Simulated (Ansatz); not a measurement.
Crystal: Al.

```xyz
1
Lattice="0.0000 2.0248 2.0248 2.0248 0.0000 2.0248 2.0248 2.0248 0.0000" Properties=species:S:1:pos:R:3 pbc="T T T"
Al    0.0000    0.0000    0.0000
```

Base run:

* Program: Ansatz 0.2.0
* Functional: LDA
* Potentials or basis: all-electron LAPW, scalar-relativistic
* Cutoff: 131 eV
* Density cutoff: 524 eV
* Basis error allowed: 0.001 eV/atom
* k mesh: 11 × 11 × 11
* Occupations: fermi-dirac, width 0.05 eV
* Spin: no spin polarisation

Its results: pressure -3.6 GPa.

The run is repeated on the same cell with these changes: functional from LDA to RPBE. What comes out?

Pressure 1.0 GPa.

RPBE binds less tightly than LDA, so the same cell stands under more pressure.

Not every run made on this cell is shown here.
